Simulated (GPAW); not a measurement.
# free-standing triangular Cr monolayer, spacing 2.432 A: parallel, opposed and spinless runs

Does free-standing triangular Cr monolayer, spacing 2.432 A prefer parallel or opposed moments, or none?

Method: LDA; plane waves with GPAW's PAW setups, scalar-relativistic, in GPAW 26.7.0.

## 1. The structure

The cell holds 1 atom: 1 Cr. Cell: a = 2.432 Å, b = 2.432 Å, c = 14.000 Å, α = 90.0°, β = 90.0°, γ = 120.0°. model lattice. Vacuum lies along c.

Structure file:

```cif
data_structure
_symmetry_space_group_name_H-M 'P 1'
_symmetry_Int_Tables_number 1
_cell_length_a 2.4320
_cell_length_b 2.4320
_cell_length_c 14.0000
_cell_angle_alpha 90.000
_cell_angle_beta 90.000
_cell_angle_gamma 120.000
_cell_volume 71.71
loop_
_atom_site_label
_atom_site_type_symbol
_atom_site_fract_x
_atom_site_fract_y
_atom_site_fract_z
_atom_site_occupancy
Cr1 Cr 0.00000 0.00000 0.50000 1
```

## 2. Run 1 (ferro +)

The parallel start comes first: it fits the smallest cell, keeps the most symmetry and shows whether parallel moments form.

The input, order1.py:

```python
import json
import numpy as np
from ase import Atoms
from ase.parallel import paropen, parprint
from gpaw import GPAW

atoms = Atoms(['Cr'],
    cell=[[2.432, 0.0, 0.0],
         [-1.216, 2.106174, 0.0],
         [0.0, 0.0, 14.0]],
    scaled_positions=[[0.0, 0.0, 0.5]],
    pbc=True,
    magmoms=[2.5])
atoms.calc = GPAW(mode={'name': 'pw', 'ecut': 550},
    xc='LDA',
    kpts={'size': (12, 12, 1), 'gamma': True},
    occupations={'name': 'fermi-dirac', 'width': 0.05},
    convergence={'density': 1e-05, 'energy': 1e-05},
    maxiter=200,
    symmetry={'tolerance': 1e-4},
    txt='order1.txt')
e = atoms.get_potential_energy(force_consistent=True)
res = {'free_energy': e, 'energy_sigma0': atoms.get_potential_energy(), 'fermi_energy': atoms.calc.get_fermi_level()}
res['moments'] = atoms.get_magnetic_moments().tolist()
res['total'] = atoms.get_magnetic_moment()
parprint('site moments (muB):', np.round(res['moments'], 3))
parprint(f"total moment: {res['total']:.3f} muB")
parprint(f'free energy: {e:.6f} eV')
atoms.calc.write('order1.gpw')
with paropen('results.json', 'w') as f:
    json.dump(res, f)
```

On the command line:

```
> OMP_NUM_THREADS=1 python3 order1.py > order1.log
```

Numbers of over 12 decimals in the logs are rounded to 6 here.

The program printed:

```text
site moments (muB): [0.]
total moment: 0.000 muB
free energy: -7.961577 eV

--- order1.txt ---
Input parameters:
  mode=PW(ecut=550),
  convergence={'density': 1e-05, 'energy': 1e-05},
  kpts=MonkhorstPack(size=(12, 12, 1), gamma=True),
  maxiter=200,
  occupations=Occupations(name='fermi-dirac', width=0.05),
  symmetry=Symmetry(tolerance=0.0001),
  xc=XC(name='LDA')

Diagonalizing LCAO Hamiltonian
Converting LCAO to pw mode

       Cr

Atoms  # Å, Bohr magnetons
|   | symbol |        x |        y |        z |    initial magnetic moments |
|---|--------|----------|----------|----------|-----------------------------|
| 0 |     Cr | 0.000000 | 0.000000 | 7.000000 | ( 0.0000,  0.0000,  2.5000) |

Unit cell  # Å
| periodic |         x |        y |         z |   lengths |     angles |
|----------|-----------|----------|-----------|-----------|------------|
|      yes |  2.432000 | 0.000000 |  0.000000 |  2.432000 |  90.000000 |
|      yes | -1.216000 | 2.106174 |  0.000000 |  2.432000 |  90.000000 |
|      yes |  0.000000 | 0.000000 | 14.000000 | 14.000000 | 119.999997 |

Number of symmetries: 24

BZ-sampling:
  Number of BZ points: 144
  Number of IBZ points: 19

  Monkhorst-Pack size: [12, 12, 1]
  Monkhorst-Pack shift: [0.041667, 0.041667, 0.0]

K-points  # in reciprocal-cell coordinates
|     |                                coordinates |     weight |
|-----|--------------------------------------------|------------|
|   0 | ( -0.00000000,  -0.00000000,   0.00000000) | 0.00694444 |
|   1 | (  0.08333333,  -0.00000000,   0.00000000) | 0.04166667 |
|   2 | (  0.16666667,  -0.08333333,   0.00000000) | 0.04166667 |
|   3 | (  0.16666667,  -0.00000000,   0.00000000) | 0.04166667 |
|   4 | (  0.25000000,  -0.08333333,   0.00000000) | 0.08333333 |
|   5 | (  0.25000000,  -0.00000000,   0.00000000) | 0.04166667 |
|   6 | (  0.33333333,  -0.16666667,   0.00000000) | 0.04166667 |
|   7 | (  0.33333333,  -0.08333333,   0.00000000) | 0.08333333 |
|   8 | (  0.33333333,  -0.00000000,   0.00000000) | 0.04166667 |
|   9 | (  0.33333333,   0.33333333,   0.00000000) | 0.01388889 |
| ... |                                            |            |
|  18 | (  0.50000000,   0.50000000,   0.00000000) | 0.02083333 |

Plane wave coefficients: 2120
Cutoff: 550.0 eV

Spin-components: 2 (collinear spins)
Bands:           9
Projectors:      6
Spin-degeneracy: 1
Datatype:        complex128

Parallelization:
  kpt:    1
  domain: 1
  band:   1

Density:
  Valence electrons: 6.0
  Components: 2
  Grid points: [14 14 80]
  Charge: 0.0  # |e|

Potential:
  Grid points: [14 14 80]

species:
  Cr:
    name:    Chromium
    Z:       24.0
    valence: 6
    core:    18
    charge:  0.0  # [|e|]
    compensation charges:
      type: gauss
      rc: 0.35  # [Å]
      lmax: 2
    cutoffs:
      filter: 2.14  # [Å]
      core: 3.04  # [Å]
    projectors
    | kind |    occ | energy [eV] | rcut [Å] |
    |------|--------|-------------|----------|
    |   4s |  1.000 |      -4.191 |    1.164 |
    |   4p |  0.000 |      -1.079 |    1.217 |
    |   3d |  5.000 |      -3.128 |    1.111 |
    |    s |        |      23.021 |    1.164 |
    |    p |        |      26.132 |    1.217 |
    |    d |        |      24.083 |    1.111 |

    Using partial waves for Cr as LCAO basis

Reference energy: -28526.683362  # eV

eigensolver:
  PPCG
  Converge bands: occupied
  niter=2

density mixing:
  MSR1-Mixer
  Pratt-step length: 0.05
  Maximum mixing coefficient: 0.75
  Old densities: 10
  SVD Regularization: 0.005
  Good broyden scale: 1.0
  Trust region scale: 1.0
  Backstep threshold: 4.0
  History deletion threshold: 6.0
  Fourier metric: weight=20.0, sigma=0.015

occupation numbers:
  Fermi-Dirac:
    width: 0.0500  # eV

poisson solver:
  ecut: 4400.0  # eV

xc functional:
  name: None

convergence criteria:
- Maximum integral of absolute [dens]ity change: 1e-05 electrons / valence electron
- Maximum [total energy] change in last 3 cyles: 1e-05 eV / valence electron
- Maximum integral of absolute [eigenst]ate change: 4e-08 eV^2 / valence electron
maximum number of iterations: 200

SCF iterations
|iter     |      energy | eigst |  dens |  magmom |
|---------|-------------|-------|-------|---------|
|iter:   1|       0s |   -8.558194 | +0.58 |       |  +2.4965|
|iter:   2|       1s |   -8.321963 | -1.25 | -0.40 |  +2.4464|
|iter:   3|       3s |   -7.816548 | -0.31 | -0.44 |  +1.8022|
|iter:   4|       4s |   -7.821685 | -1.09 | -0.77 |  +1.5484|
|iter:   5|       5s |   -7.904611 | -1.55 | -0.94 |  +0.9697|
|iter:   6|       6s |   -7.936887 | -1.62 | -1.12 |  +0.4006|
|iter:   7|       7s |   -7.933978 | -2.05 | -1.28 |  -0.1419|
|iter:   8|       8s |   -7.950787 | -2.08 | -1.31 |  +0.1964|
|iter:   9|      10s |   -7.953042 | -2.47 | -1.74 |  +0.0715|
|iter:  10|      11s |   -7.953046 | -2.73 | -1.75 |  +0.0519|
|iter:  11|      12s |   -7.953032c| -3.62 | -2.35 |  +0.0161|
|iter:  12|      13s |   -7.953040c| -3.93 | -2.42 |  +0.0116|
|iter:  13|      15s |   -7.953044c| -4.55 | -3.03 |  +0.0117|
|iter:  14|      16s |   -7.953044c| -4.82 | -3.35 |  +0.0061|
|iter:  15|      17s |   -7.953044c| -5.11 | -3.77 |  +0.0029|
|iter:  16|      18s |   -7.953045c| -5.44 | -4.11 |  +0.0008|
|iter:  17|      19s |   -7.953046c| -5.51 | -4.63 |  +0.0000|
|iter:  18|      20s |   -7.953046c| -5.70 | -4.96 |  +0.0001|
|iter:  19|      21s |   -7.953046c| -6.01 | -5.15c|  -0.0000|
|iter:  20|      22s |   -7.953046c| -6.06 | -5.18c|  -0.0001|
|iter:  21|      23s |   -7.953046c| -6.45 | -5.13c|  +0.0000|
|iter:  22|      23s |   -7.953046c| -6.51 | -5.41c|  +0.0000|
|iter:  23|      24s |   -7.953046c| -6.79 | -5.63c|  +0.0000|
|iter:  24|      25s |   -7.953046c| -6.90 | -5.85c|  +0.0000|
|iter:  25|      26s |   -7.953046c| -7.24 | -5.72c|  +0.0000|
|iter:  26|      26s |   -7.953046c| -7.25 | -5.88c|  +0.0000|
|iter:  27|      27s |   -7.953046c| -7.52c| -5.92c|  +0.0000|

Converged in 27 steps
Energy contributions relative to reference atoms: (reference = -28526.683362)

Energy contributions:
  Kinetic:         -15.550801
  Coulomb:           9.919729
  Zero:              0.079972
  External:          0.000000
  Xc:               -2.393415
  Entropy:          -0.017062
  Spinorbit:         0.000000
  ----------------------------
  Free energy:      -7.961577
  Extrapolated:     -7.953046

dipole moment: (-2.986045, -5.171982, 0.000077)  # |e|*Ang

Total magnetic moment: (0.000000, 0.000000, 0.000016)

Local magnetic moments
|        x |        y |        z |
|----------|----------|----------|
| 0.000000 | 0.000000 | 0.000018 |  # Cr   0

Fermi level: -2.690
Eigenvalues  # (at kpt = [-0.000, -0.000, 0.000])
| band index |      eig [eV] | occ [0-1] |      eig [eV] | occ [0-1] |
|------------|---------------|-----------|---------------|-----------|
|          0 |        -7.678 |     1.000 |        -7.678 |     1.000 |
|          1 |        -4.067 |     1.000 |        -4.067 |     1.000 |
|          2 |        -2.783 |     0.865 |        -2.783 |     0.865 |
|          3 |        -2.783 |     0.865 |        -2.783 |     0.865 |
|          4 |        -2.345 |     0.001 |        -2.345 |     0.001 |
|          5 |        -0.884 |     0.000 |        -0.884 |     0.000 |
|          6 |        -0.884 |     0.000 |        -0.884 |     0.000 |
|          7 |         2.205 |     0.000 |         2.205 |     0.000 |
|          8 |         3.125 |     0.000 |         3.125 |     0.000 |

No gap
No difference between direct/indirect transitions
```

It took 33 s on 1 MPI rank of AMD EPYC 7R43, shared host; peak memory 0.17 GiB.

Read from the output:

```
final state : non-magnetic
```

After 27 cycles the seed has died away: no moment is left.

## 3. Run 2 (antiferro q=(0,1/2,0) +-)

Another pattern of signs weighs the neighbour shells otherwise.

This order needs a doubled cell of 2 atoms. Its mesh is chosen so that both cells sample the same points.

order2.py is the script of step 2 with these lines changed:

```diff
@@ -6,12 +6,13 @@
 
-atoms = Atoms(['Cr'],
+atoms = Atoms(['Cr', 'Cr'],
     cell=[[2.432, 0.0, 0.0],
-         [-1.216, 2.106174, 0.0],
+         [-2.432, 4.212348, 0.0],
          [0.0, 0.0, 14.0]],
-    scaled_positions=[[0.0, 0.0, 0.5]],
+    scaled_positions=[[0.0, 0.0, 0.5],
+         [0.0, 0.5, 0.5]],
     pbc=True,
-    magmoms=[2.5])
+    magmoms=[2.5, -2.5])
 atoms.calc = GPAW(mode={'name': 'pw', 'ecut': 550},
     xc='LDA',
-    kpts={'size': (12, 12, 1), 'gamma': True},
+    kpts={'size': (12, 6, 1), 'gamma': True},
     occupations={'name': 'fermi-dirac', 'width': 0.05},
@@ -20,3 +21,3 @@
     symmetry={'tolerance': 1e-4},
-    txt='order1.txt')
+    txt='order2.txt')
 e = atoms.get_potential_energy(force_consistent=True)
@@ -28,3 +29,3 @@
 parprint(f'free energy: {e:.6f} eV')
-atoms.calc.write('order1.gpw')
+atoms.calc.write('order2.gpw')
 with paropen('results.json', 'w') as f:
```

On the command line:

```
> OMP_NUM_THREADS=1 python3 order2.py > order2.log
```

The program printed:

```text
site moments (muB): [ 1.632 -1.632]
total moment: -0.000 muB
free energy: -16.018425 eV

--- order2.txt ---
Input parameters:
  mode=PW(ecut=550),
  convergence={'density': 1e-05, 'energy': 1e-05},
  kpts=MonkhorstPack(size=(12, 6, 1), gamma=True),
  maxiter=200,
  occupations=Occupations(name='fermi-dirac', width=0.05),
  symmetry=Symmetry(tolerance=0.0001),
  xc=XC(name='LDA')

Diagonalizing LCAO Hamiltonian
Converting LCAO to pw mode

         Cr
          Cr

Atoms  # Å, Bohr magnetons
|   | symbol |         x |        y |        z |    initial magnetic moments |
|---|--------|-----------|----------|----------|-----------------------------|
| 0 |     Cr |  0.000000 | 0.000000 | 7.000000 | ( 0.0000,  0.0000,  2.5000) |
| 1 |     Cr | -1.216000 | 2.106174 | 7.000000 | ( 0.0000,  0.0000, -2.5000) |

Unit cell  # Å
| periodic |         x |        y |         z |   lengths |     angles |
|----------|-----------|----------|-----------|-----------|------------|
|      yes |  2.432000 | 0.000000 |  0.000000 |  2.432000 |  90.000000 |
|      yes | -2.432000 | 4.212348 |  0.000000 |  4.864000 |  90.000000 |
|      yes |  0.000000 | 0.000000 | 14.000000 | 14.000000 | 119.999997 |

Number of symmetries: 4

BZ-sampling:
  Number of BZ points: 72
  Number of IBZ points: 38

  Monkhorst-Pack size: [12, 6, 1]
  Monkhorst-Pack shift: [0.041667, 0.083333, 0.0]

Plane wave coefficients: 4224
Cutoff: 550.0 eV

Spin-components: 2 (collinear spins)
Bands:           12
Projectors:      12
Spin-degeneracy: 1
Datatype:        complex128

Parallelization:
  kpt:    1
  domain: 1
  band:   1

Density:
  Valence electrons: 12.0
  Components: 2
  Grid points: [14 27 80]
  Charge: 0.0  # |e|

Potential:
  Grid points: [14 27 80]

[... setups left out ...]
Reference energy: -57053.366723  # eV

eigensolver:
  PPCG
  Converge bands: occupied
  niter=2

density mixing:
  MSR1-Mixer
  Pratt-step length: 0.05
  Maximum mixing coefficient: 0.75
  Old densities: 10
  SVD Regularization: 0.005
  Good broyden scale: 1.0
  Trust region scale: 1.0
  Backstep threshold: 4.0
  History deletion threshold: 6.0
  Fourier metric: weight=20.0, sigma=0.015

occupation numbers:
  Fermi-Dirac:
    width: 0.0500  # eV

poisson solver:
  ecut: 4400.0  # eV

xc functional:
  name: None

convergence criteria:
- Maximum integral of absolute [dens]ity change: 1e-05 electrons / valence electron
- Maximum [total energy] change in last 3 cyles: 1e-05 eV / valence electron
- Maximum integral of absolute [eigenst]ate change: 4e-08 eV^2 / valence electron
maximum number of iterations: 200

SCF iterations
|iter     |      energy | eigst |  dens |  magmom |
|---------|-------------|-------|-------|---------|
|iter:   1|       0s |  -17.857436 | +0.66 |       |  -0.0000|
|iter:   2|       7s |  -17.383251 | -0.97 | -0.57 |  +0.0000|
|iter:   3|      15s |  -15.993887 | +0.11 | -0.63 |  -0.0000|
|iter:   4|      22s |  -15.971456 | -1.01 | -1.09 |  +0.0000|
|iter:   5|      29s |  -15.975802 | -1.63 | -1.34 |  -0.0005|
|iter:   6|      37s |  -16.034580 | -1.70 | -1.53 |  +0.0053|
|iter:   7|      44s |  -15.987211 | -1.79 | -1.09 |  +0.0002|
|iter:   8|      51s |  -15.995846 | -2.16 | -1.66 |  +0.0030|
|iter:   9|      58s |  -15.997042 | -2.36 | -1.76 |  -0.0002|
|iter:  10|      66s |  -15.997959 | -2.58 | -2.38 |  +0.0002|
[... 18 iterations left out ...]
|iter:  29|     206s |  -15.999581c| -6.35 | -3.92 |  +0.0001|
|iter:  30|     213s |  -15.999581c| -6.52 | -3.96 |  +0.0001|
|iter:  31|     220s |  -15.999582c| -6.83 | -3.94 |  +0.0001|
|iter:  32|     228s |  -15.999583c| -6.84 | -4.01 |  +0.0000|
|iter:  33|     235s |  -15.999583c| -6.98 | -3.83 |  -0.0001|
|iter:  34|     242s |  -15.999583c| -7.30 | -4.33 |  -0.0000|
|iter:  35|     248s |  -15.999584c| -7.53c| -4.40 |  -0.0001|
|iter:  36|     253s |  -15.999584c| -7.60c| -4.57 |  -0.0001|
|iter:  37|     257s |  -15.999584c| -7.76c| -4.87 |  -0.0000|
|iter:  38|     260s |  -15.999585c| -7.88c| -5.19c|  -0.0000|

Converged in 38 steps
Energy contributions relative to reference atoms: (reference = -57053.366723)

Energy contributions:
  Kinetic:         -19.129269
  Coulomb:          10.267820
  Zero:              0.138372
  External:          0.000000
  Xc:               -7.257667
  Entropy:          -0.037680
  Spinorbit:         0.000000
  ----------------------------
  Free energy:     -16.018425
  Extrapolated:    -15.999585

dipole moment: (5.952108, -10.309302, 0.000155)  # |e|*Ang

Total magnetic moment: (0.000000, 0.000000, -0.000019)

Local magnetic moments
|        x |        y |         z |
|----------|----------|-----------|
| 0.000000 | 0.000000 |  1.632420 |  # Cr   0
| 0.000000 | 0.000000 | -1.632440 |  # Cr   1

Fermi level: -2.598
Eigenvalues  # (at kpt = [-0.000, 0.000, 0.000])
| band index |      eig [eV] | occ [0-1] |      eig [eV] | occ [0-1] |
|------------|---------------|-----------|---------------|-----------|
|          0 |        -7.687 |     1.000 |        -7.687 |     1.000 |
|          1 |        -5.904 |     1.000 |        -5.905 |     1.000 |
|          2 |        -4.569 |     1.000 |        -4.569 |     1.000 |
|          3 |        -4.075 |     1.000 |        -4.075 |     1.000 |
|          4 |        -2.800 |     0.983 |        -2.800 |     0.983 |
|          5 |        -2.602 |     0.520 |        -2.602 |     0.520 |
|          6 |        -2.292 |     0.002 |        -2.292 |     0.002 |
|          7 |        -1.782 |     0.000 |        -1.782 |     0.000 |
|          8 |        -1.355 |     0.000 |        -1.355 |     0.000 |
|          9 |        -0.479 |     0.000 |        -0.479 |     0.000 |
|         10 |        -0.122 |     0.000 |        -0.122 |     0.000 |
|         11 |         0.836 |     0.000 |         0.836 |     0.000 |

No gap
No difference between direct/indirect transitions
```

The job ended after 4.6 min (1 MPI rank; peak memory 0.29 GiB).

This step gave:

| Property | Result |
| --- | --- |
| magnetization | 0 μB |
| final state | antiferromagnetic |
| largest moment | 1.632 μB |

It lies 47.6 meV a seeded atom under the first start, and its largest moment is 1.63 μB against 1.8e-5 μB.

## 4. Start 3: no spin polarisation

This run holds no moments, which gives a state to set the others against.

The input, nospin.py:

```python
import json
import numpy as np
from ase import Atoms
from ase.parallel import paropen, parprint
from gpaw import GPAW

atoms = Atoms(['Cr'],
    cell=[[2.432, 0.0, 0.0],
         [-1.216, 2.106174, 0.0],
         [0.0, 0.0, 14.0]],
    scaled_positions=[[0.0, 0.0, 0.5]],
    pbc=True)
atoms.calc = GPAW(mode={'name': 'pw', 'ecut': 550},
    xc='LDA',
    kpts={'size': (12, 12, 1), 'gamma': True},
    occupations={'name': 'fermi-dirac', 'width': 0.05},
    convergence={'density': 1e-05, 'energy': 1e-05},
    maxiter=200,
    symmetry={'tolerance': 1e-4},
    txt='nospin.txt')
e = atoms.get_potential_energy(force_consistent=True)
res = {'free_energy': e, 'energy_sigma0': atoms.get_potential_energy(), 'fermi_energy': atoms.calc.get_fermi_level()}
parprint(f'free energy: {e:.6f} eV')
atoms.calc.write('nospin.gpw')
with paropen('results.json', 'w') as f:
    json.dump(res, f)
```

On the command line:

```
> OMP_NUM_THREADS=1 python3 nospin.py > nospin.log
```

The program printed:

```text
free energy: -7.961577 eV

--- nospin.txt ---
Input parameters:
  mode=PW(ecut=550),
  convergence={'density': 1e-05, 'energy': 1e-05},
  kpts=MonkhorstPack(size=(12, 12, 1), gamma=True),
  maxiter=200,
  occupations=Occupations(name='fermi-dirac', width=0.05),
  symmetry=Symmetry(tolerance=0.0001),
  xc=XC(name='LDA')

Diagonalizing LCAO Hamiltonian
Converting LCAO to pw mode

       Cr

Atoms  # Å, Bohr magnetons
[...]
| band index |      eig [eV] | occ [0-2] |
|------------|---------------|-----------|
|          0 |        -7.678 |     2.000 |
|          1 |        -4.067 |     2.000 |
|          2 |        -2.783 |     1.730 |
|          3 |        -2.783 |     1.730 |
|          4 |        -2.345 |     0.002 |
|          5 |        -0.884 |     0.000 |
|          6 |        -0.884 |     0.000 |
|          7 |         2.205 |     0.000 |

No gap
No difference between direct/indirect transitions


[key lines of the parts left out:]
Free energy:      -7.961577
Converged in 34 steps
dipole moment: (-2.986049, -5.171989, 0.000077)  # |e|*Ang
Fermi level: -2.690
```

Run time: 16 s. Hardware: 1 MPI rank; peak memory 0.15 GiB.

Read from the output:

* final state: non-magnetic (no spin polarisation)

It ends in the same state without moments as the first start; the 4.7e-6 meV between them is numerical noise.

## 5. Ranking

These are free energies at a smearing of 0.05 eV, so its entropy term is in the differences. They are divided by the number of seeded atoms, so that cells of unlike size compare. Wavevectors q in the names are fractions of the reciprocal vectors of the first run's cell.

Orders:

```tsv
start	final state	typed order kept	energy over the lowest (meV a seeded atom)	largest site moment (μB)	net moment (μB a primitive cell)	mesh matched	CPU time (s)
ferro +	non-magnetic	no	47.63	0	0	yes	33.16
antiferro q=(0,1/2,0) +-	antiferromagnetic	yes	0	1.632	0	yes	274.7
no spin polarisation	non-magnetic	-	47.63	0	0	yes	15.79
```

## 6. Results

```json
{
 "lowest state found": "antiferromagnetic (typed antiferro q=(0,1/2,0) +-)",
 "largest site moment": "1.63 μB",
 "next state": "non-magnetic, 47.6 meV a seeded atom higher",
 "energy gained by spin polarisation": "47.6 meV a seeded atom"
}
```

In words: The lowest state found is antiferromagnetic, reached from the start antiferro q=(0,1/2,0) +-, with moments up to 1.63 μB. 1 start left the typed pattern (a sign turned or a seeded moment died), so such an energy belongs to the state reached, not the one typed. This is the lowest of 3 finished starts, no proof of the ground state.

[Logs and program files are shortened in this print: banners, set-up blocks, solver, clock and traceback lines can be left out without a mark of their own.]

[Logs are printed without paths, hosts, clocks, repeated set-up lines and the standing remarks that a program may print on its own settings, such as how far it seeks lower states.]

[Hosts, paths, dates, database ids (printed as entryN), source tags and the programs' standing remarks are cut or masked in the printed files.]

[Where a cell is said to come from a database of computed structures, the database is the Materials Project.]
